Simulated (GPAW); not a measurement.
# GaN (F-43m) in GPAW: a series of runs, part 2 of 3

GPAW 26.7.0.

**4. Dielectric tensor, LDA**

run.py

```python
import numpy as np
from ase.dft.bandgap import bandgap
from ase.io import read, write
from gpaw import GPAW, PW
from gpaw.response.df import DielectricFunction

atoms = read('POSCAR')

calc = GPAW(mode=PW(600),
            xc='LDA',
            kpts={'size': (8, 8, 8), 'gamma': True},
            occupations={'name': 'fermi-dirac', 'width': 0.001},
            nbands=11,
            convergence={'density': 1e-06},
            maxiter=150,
            txt='gpaw.txt')
atoms.calc = calc
energy = atoms.get_potential_energy()
calc.write('gs.gpw')
write('result.traj', atoms)
print(f'Energy: {energy:.6f} eV')
print('Fermi level:', round(calc.get_fermi_level(), 4), 'eV')
print(f'Gap: {bandgap(calc)[0]:.4f} eV, direct: {bandgap(calc, direct=True)[0]:.4f} eV')

for size in [(26, 26, 26)]:
    name = 'x'.join(str(n) for n in size)
    dense = calc.fixed_density(kpts={'size': size, 'gamma': True},
                               nbands=30, convergence={'bands': 24, 'eigenstates': 1e-7},
                               update_fermi_level=True, txt=f'dense-{name}.txt')
    dense.write(f'{name}.gpw', mode='all')
    df = DielectricFunction(f'{name}.gpw', frequencies=np.array([0.0]), hilbert=False, eta=0.001,
                            ecut=80, nbands=24, intraband=False, txt=f'df-{name}.txt')
    for xc in ['RPA']:
        for direction in ['x', 'y', 'z', [0, 1, 1], [1, 0, 1], [1, 1, 0]]:
            e0, e = df.get_macroscopic_dielectric_constant(xc=xc, direction=direction)
            print(f'{name} {xc} {direction}: {e0:.4f} without, {e:.4f} with local fields')
```

POSCAR

```
GaN
1.0
    0.0000000000      2.2535006075      2.2535006075
    2.2535006075      0.0000000000      2.2535006075
    2.2535006075      2.2535006075      0.0000000000
Ga N
1 1
Direct
    0.0000000000      0.0000000000      0.0000000000
    0.2500000000      0.2500000000      0.2500000000
```

Potentials or basis: the program's PAW data sets (release 1.2.1) made for this functional, pw.

Started as:

```
OMP_NUM_THREADS=1 python run.py
```

gpaw.txt:

```text
__  _  _
 | _ |_)|_||  |
 |__||  | ||/\| - 26.7.0

Input parameters:
  mode=PW(ecut=600.0),
  convergence={'density': 1e-06},
  kpts=MonkhorstPack(size=(8, 8, 8), gamma=True),
  maxiter=150,
  nbands=11,
  occupations=Occupations(name='fermi-dirac', width=0.001),
  xc=XC(name='LDA')

Diagonalizing LCAO Hamiltonian
Converting LCAO to pw mode

           N
       Ga

Atoms  # Å, Bohr magnetons
|   | symbol |        x |        y |        z |    initial magnetic moments |
|---|--------|----------|----------|----------|-----------------------------|
| 0 |     Ga | 0.000000 | 0.000000 | 0.000000 | ( 0.0000,  0.0000,  0.0000) |
| 1 |      N | 1.126750 | 1.126750 | 1.126750 | ( 0.0000,  0.0000,  0.0000) |

Unit cell  # Å
[... 166 lines left out ...]
|iter     | |      energy | eigst |  dens |
|---------|-|-------------|-------|-------|
|iter:   1| |  -15.436713 | -0.33 |       |
|iter:   2| |  -14.976251 | -2.08 | -0.58 |
|iter:   3| |  -13.725419 | -0.76 | -0.63 |
|iter:   4| |  -13.710785 | -3.16 | -1.31 |
|iter:   5| |  -13.706024 | -3.49 | -1.59 |
|iter:   6| |  -13.706022 | -5.84 | -2.83 |
|iter:   7| |  -13.706025c| -6.56 | -3.20 |
|iter:   8| |  -13.706025c| -7.54c| -4.40 |
|iter:   9| |  -13.706025c| -8.42c| -5.16 |
|iter:  10| |  -13.706025c| -9.35c| -5.89 |
|iter:  11| |  -13.706025c|-10.04c| -6.59c|

Converged in 11 steps
Energy contributions relative to reference atoms: (reference = -54278.930546)

Energy contributions:
  Kinetic:          32.251875
  Coulomb:         -28.298733
  Zero:              0.052019
  External:          0.000000
  Xc:              -17.711186
  Entropy:          -0.000000
  Spinorbit:         0.000000
  ----------------------------
  Free energy:     -13.706025
  Extrapolated:    -13.706025

dipole moment: (-12.672805, -12.672805, -12.672805)  # |e|*Ang

Fermi level: 6.090
Eigenvalues  # (at kpt = [0.000, 0.000, 0.000])
| band index |      eig [eV] | occ [0-2] |
|------------|---------------|-----------|
|          0 |        -9.728 |     2.000 |
|          1 |         6.039 |     2.000 |
|          2 |         6.039 |     2.000 |
|          3 |         6.039 |     2.000 |
|          4 |         7.882 |     0.000 |
|          5 |        16.247 |     0.000 |
|          6 |        16.247 |     0.000 |
|          7 |        16.247 |     0.000 |
|          8 |        23.425 |     0.000 |
|          9 |        24.387 |     0.000 |
|         10 |        24.397 |     0.000 |

Gap: 1.842 eV
Transition (v -> c):
  (s=0, k=0, n=3, [0.00, 0.00, 0.00]) -> (s=0, k=0, n=4, [0.00, 0.00, 0.00])
No difference between direct/indirect transitions
# Writing to gs.gpw (mode='')
```

stdout:

```text
Energy: -13.706025 eV
Fermi level: 6.0902 eV
Gap: 1.8422 eV, direct: 1.8422 eV
26x26x26 RPA x: 5.9424 without, 5.6606 with local fields
26x26x26 RPA y: 5.9424 without, 5.6606 with local fields
26x26x26 RPA z: 5.9424 without, 5.6606 with local fields
26x26x26 RPA [0, 1, 1]: 5.9424 without, 5.6606 with local fields
26x26x26 RPA [1, 0, 1]: 5.9424 without, 5.6606 with local fields
26x26x26 RPA [1, 1, 0]: 5.9424 without, 5.6606 with local fields
```

df-26x26x26.txt:

```text
FrequencyGridDescriptor(from 0.000 to 0.000 eV, 1 points)
FrequencyGridDescriptor(from 0.000 to 0.000 eV, 1 points)

Calculating chi0 body with:
    Ground state adapter containing:
    Number of spins: 1
    Number of kpoints: 17576
    Number of irreducible kpoints: 511
    Number of completely occupied states: 4
    Number of partially occupied states: 4

    Linear response parametrization:
    q_c: [0.0, 0.0, 0.0]
    Number of frequency points: 1
    Planewave cutoff: 80.0
    Number of bands: 24
    Number of planewaves: 27
    Broadening (eta): 0.001

Integrating chi0 body.

Symmetries of q_c:
    Direct symmetries (Uq -> q): 24
    Indirect symmetries (TUq -> q): 24
In total 48 allowed symmetries.

Integral kind: response function

Calculating chi0 optical extensions with:
    Ground state adapter containing:
    Number of spins: 1
    Number of kpoints: 17576
    Number of irreducible kpoints: 511
    Number of completely occupied states: 4
    Number of partially occupied states: 4

    Linear response parametrization:
    Number of frequency points: 1
    Planewave cutoff: 80.0
    Number of bands: 24
    Number of planewaves: 27
    Broadening (eta): 0.001
Integrating chi0 head and wings.

Symmetries of q_c:
    Direct symmetries (Uq -> q): 24
    Indirect symmetries (TUq -> q): 24
In total 48 allowed symmetries.

Integral kind: response function wings

Finished calculating chi0
```

Run time: 6 min. Hardware: 1 thread of Intel Xeon at 2.50GHz (Skylake/Cascade Lake), shared host; peak memory 0.55 GiB.

What came out:

* Free energy: -13.7060 eV
* Band gap on the k mesh: 1.84 eV, direct
* Electronic dielectric tensor (diagonal): 5.66

Electronic dielectric tensor:
```
5.66 0.00 0.00
0.00 5.66 0.00
0.00 0.00 5.66
```

Caveat: the long-wavelength limit can be off by a per cent or two.

**5. Dielectric tensor, AM05**

Edit run.py of step 4 so:

```diff
@@ -3,4 +3,6 @@
 from ase.io import read, write
-from gpaw import GPAW, PW
+from gpaw import GPAW, PW, setup_paths
 from gpaw.response.df import DielectricFunction
+
+setup_paths.insert(0, '.')
 
@@ -9,3 +11,3 @@
 calc = GPAW(mode=PW(600),
-            xc='LDA',
+            xc='AM05',
             kpts={'size': (8, 8, 8), 'gamma': True},
```

POSCAR is that of step 4.

Potentials or basis: PAW data sets generated in the run's folder for this functional, pw.

Started as:

```
gpaw-setup -f AM05 Ga N
OMP_NUM_THREADS=1 python run.py
```

gpaw.txt:

```text
__  _  _
 | _ |_)|_||  |
 |__||  | ||/\| - 26.7.0

Input parameters:
  mode=PW(ecut=600.0),
  convergence={'density': 1e-06},
  kpts=MonkhorstPack(size=(8, 8, 8), gamma=True),
  maxiter=150,
  nbands=11,
  occupations=Occupations(name='fermi-dirac', width=0.001),
  xc=XC(name='AM05')

Diagonalizing LCAO Hamiltonian
Converting LCAO to pw mode

           N
       Ga

Atoms  # Å, Bohr magnetons
|   | symbol |        x |        y |        z |    initial magnetic moments |
|---|--------|----------|----------|----------|-----------------------------|
| 0 |     Ga | 0.000000 | 0.000000 | 0.000000 | ( 0.0000,  0.0000,  0.0000) |
| 1 |      N | 1.126750 | 1.126750 | 1.126750 | ( 0.0000,  0.0000,  0.0000) |

Unit cell  # Å
| periodic |        x |        y |        z |  lengths |    angles |
|----------|----------|----------|----------|----------|-----------|
|      yes | 0.000000 | 2.253501 | 2.253501 | 3.186931 | 60.000000 |
|      yes | 2.253501 | 0.000000 | 2.253501 | 3.186931 | 60.000000 |
|      yes | 2.253501 | 2.253501 | 0.000000 | 3.186931 | 60.000000 |

Number of symmetries: 24
Symmetry operations  # r_c * U_cc + t_c -> r_c
|    | kind |            matrix            |
|----|------|------------------------------|
|  0 |  E   |  1, 0, 0,  0, 1, 0,  0, 0, 1 |
|  1 |  σ   |  1, 0, 0,  0, 0, 1,  0, 1, 0 |
|  2 |  σ   |  1, 0,-1,  0, 1,-1,  0, 0,-1 |
|  3 |  C3  |  1, 0,-1,  0, 0,-1,  0, 1,-1 |
|  4 |  C3  |  1,-1, 0,  0,-1, 1,  0,-1, 0 |
|  5 |  σ   |  1,-1, 0,  0,-1, 0,  0,-1, 1 |
|  6 |  σ   |  0, 1, 0,  1, 0, 0,  0, 0, 1 |
|  7 |  C3  |  0, 1, 0,  0, 0, 1,  1, 0, 0 |
|  8 |  C2  |  0, 1,-1,  1, 0,-1,  0, 0,-1 |
|  9 |  S4  |  0, 1,-1,  0, 0,-1,  1, 0,-1 |
| 10 |  C3  |  0, 0, 1,  1, 0, 0,  0, 1, 0 |
| 11 |  σ   |  0, 0, 1,  0, 1, 0,  1, 0, 0 |
| 12 |  S4  |  0, 0,-1,  1, 0,-1,  0, 1,-1 |
| 13 |  C3  |  0, 0,-1,  0, 1,-1,  1, 0,-1 |
| 14 |  S4  |  0,-1, 1,  1,-1, 0,  0,-1, 0 |
| 15 |  C2  |  0,-1, 1,  0,-1, 0,  1,-1, 0 |
| 16 |  C3  |  0,-1, 0,  1,-1, 0,  0,-1, 1 |
| 17 |  S4  |  0,-1, 0,  0,-1, 1,  1,-1, 0 |
| 18 |  S4  | -1, 1, 0, -1, 0, 1, -1, 0, 0 |
| 19 |  C3  | -1, 1, 0, -1, 0, 0, -1, 0, 1 |
| 20 |  C3  | -1, 0, 1, -1, 1, 0, -1, 0, 0 |
| 21 |  S4  | -1, 0, 1, -1, 0, 0, -1, 1, 0 |
| 22 |  σ   | -1, 0, 0, -1, 1, 0, -1, 0, 1 |
| 23 |  C2  | -1, 0, 0, -1, 0, 1, -1, 1, 0 |

BZ-sampling:
  Number of BZ points: 512
  Number of IBZ points: 29

  Monkhorst-Pack size: [8, 8, 8]
  Monkhorst-Pack shift: [0.0625, 0.0625, 0.0625]

K-points  # in reciprocal-cell coordinates
|     |                                coordinates |     weight |
|-----|--------------------------------------------|------------|
[... 62 lines left out ...]
    name:    Nitrogen
    Z:       7.0
    valence: 5
    core:    2
    charge:  0.0  # [|e|]
    compensation charges:
      type: gauss
      rc: 0.18  # [Å]
      lmax: 2
    cutoffs:
      filter: 1.11  # [Å]
      core: 0.96  # [Å]
    projectors
    | kind |    occ | energy [eV] | rcut [Å] |
    |------|--------|-------------|----------|
    |   2s |  2.000 |     -18.394 |    0.603 |
    |   2p |  3.000 |      -7.016 |    0.529 |
    |    s |        |       8.817 |    0.603 |
    |    p |        |      20.196 |    0.529 |
    |    d |        |       0.000 |    0.577 |

    Using partial waves for N as LCAO basis

Reference energy: -54285.262810  # eV

eigensolver:
  PPCG
  Converge bands: occupied
  niter=2

density mixing:
  MSR1-Mixer
  Pratt-step length: 0.05
  Maximum mixing coefficient: 0.75
  Old densities: 10
  SVD Regularization: 0.005
  Good broyden scale: 1.0
  Trust region scale: 1.0
  Backstep threshold: 4.0
  History deletion threshold: 6.0
  Fourier metric: weight=20.0, sigma=0.015

occupation numbers:
  Fermi-Dirac:
    width: 0.0010  # eV

poisson solver:
  ecut: 4800.0  # eV

xc functional:
  name: AM05 with 2 nearest neighbor stencil

convergence criteria:
- Maximum integral of absolute [dens]ity change: 1e-06 electrons / valence electron
- Maximum [total energy] change in last 3 cyles: 0.0005 eV / valence electron
- Maximum integral of absolute [eigenst]ate change: 4e-08 eV^2 / valence electron
maximum number of iterations: 150

SCF iterations
|iter     | |      energy | eigst |  dens |
|---------|-|-------------|-------|-------|
|iter:   1| |  -14.046630 | -0.33 |       |
|iter:   2| |  -13.604882 | -2.09 | -0.58 |
|iter:   3| |  -12.403029 | -0.74 | -0.64 |
|iter:   4| |  -12.399951 | -3.26 | -1.31 |
|iter:   5| |  -12.400335c| -3.49 | -1.59 |
|iter:   6| |  -12.400373c| -5.44 | -2.83 |
|iter:   7| |  -12.400390c| -6.08 | -3.16 |
|iter:   8| |  -12.400390c| -8.22c| -4.32 |
|iter:   9| |  -12.400390c| -7.71c| -4.77 |
|iter:  10| |  -12.400390c| -9.20c| -5.96 |
|iter:  11| |  -12.400390c|-10.10c| -6.53c|

Converged in 11 steps
Energy contributions relative to reference atoms: (reference = -54285.262810)

Energy contributions:
  Kinetic:          32.726993
  Coulomb:         -28.617342
  Zero:              0.052748
  External:          0.000000
  Xc:              -16.562789
  Entropy:          -0.000000
  Spinorbit:         0.000000
  ----------------------------
  Free energy:     -12.400390
  Extrapolated:    -12.400390

dipole moment: (-12.601789, -12.601789, -12.601789)  # |e|*Ang

Fermi level: 6.348
Eigenvalues  # (at kpt = [0.000, 0.000, 0.000])
| band index |      eig [eV] | occ [0-2] |
|------------|---------------|-----------|
|          0 |        -9.526 |     2.000 |
|          1 |         6.317 |     2.000 |
|          2 |         6.317 |     2.000 |
|          3 |         6.317 |     2.000 |
|          4 |         8.154 |     0.000 |
|          5 |        16.627 |     0.000 |
|          6 |        16.627 |     0.000 |
|          7 |        16.627 |     0.000 |
|          8 |        23.896 |     0.000 |
|          9 |        24.665 |     0.000 |
|         10 |        24.671 |     0.000 |

Gap: 1.837 eV
Transition (v -> c):
  (s=0, k=0, n=3, [0.00, 0.00, 0.00]) -> (s=0, k=0, n=4, [0.00, 0.00, 0.00])
No difference between direct/indirect transitions
# Writing to gs.gpw (mode='')
```

stdout:

```text
Energy: -12.400390 eV
Fermi level: 6.3477 eV
Gap: 1.8371 eV, direct: 1.8371 eV
26x26x26 RPA x: 5.9005 without, 5.6156 with local fields
26x26x26 RPA y: 5.9005 without, 5.6156 with local fields
26x26x26 RPA z: 5.9005 without, 5.6156 with local fields
26x26x26 RPA [0, 1, 1]: 5.9005 without, 5.6156 with local fields
26x26x26 RPA [1, 0, 1]: 5.9005 without, 5.6156 with local fields
26x26x26 RPA [1, 1, 0]: 5.9005 without, 5.6156 with local fields
```

df-26x26x26.txt:

```text
FrequencyGridDescriptor(from 0.000 to 0.000 eV, 1 points)
FrequencyGridDescriptor(from 0.000 to 0.000 eV, 1 points)

Calculating chi0 body with:
    Ground state adapter containing:
    Number of spins: 1
    Number of kpoints: 17576
    Number of irreducible kpoints: 511
    Number of completely occupied states: 4
    Number of partially occupied states: 4

    Linear response parametrization:
    q_c: [0.0, 0.0, 0.0]
    Number of frequency points: 1
    Planewave cutoff: 80.0
    Number of bands: 24
    Number of planewaves: 27
    Broadening (eta): 0.001

Integrating chi0 body.

Symmetries of q_c:
    Direct symmetries (Uq -> q): 24
    Indirect symmetries (TUq -> q): 24
In total 48 allowed symmetries.

Integral kind: response function

Calculating chi0 optical extensions with:
    Ground state adapter containing:
    Number of spins: 1
    Number of kpoints: 17576
    Number of irreducible kpoints: 511
    Number of completely occupied states: 4
    Number of partially occupied states: 4

    Linear response parametrization:
    Number of frequency points: 1
    Planewave cutoff: 80.0
    Number of bands: 24
    Number of planewaves: 27
    Broadening (eta): 0.001
Integrating chi0 head and wings.

Symmetries of q_c:
    Direct symmetries (Uq -> q): 24
    Indirect symmetries (TUq -> q): 24
In total 48 allowed symmetries.

Integral kind: response function wings

Finished calculating chi0
```

It took 5 min on 1 thread of Intel Xeon at 2.50GHz (Skylake/Cascade Lake), shared host; peak memory 0.56 GiB.

What came out:

```
Free energy                             : -12.4004 eV
Band gap on the k mesh                  : 1.84 eV, direct
Electronic dielectric tensor (diagonal) : 5.62
```

Electronic dielectric tensor:
```
5.62 0.00 0.00
0.00 5.62 0.00
0.00 0.00 5.62
```

Caveat: the long-wavelength limit can be off by a per cent or two.

[end of part 2 of 3]
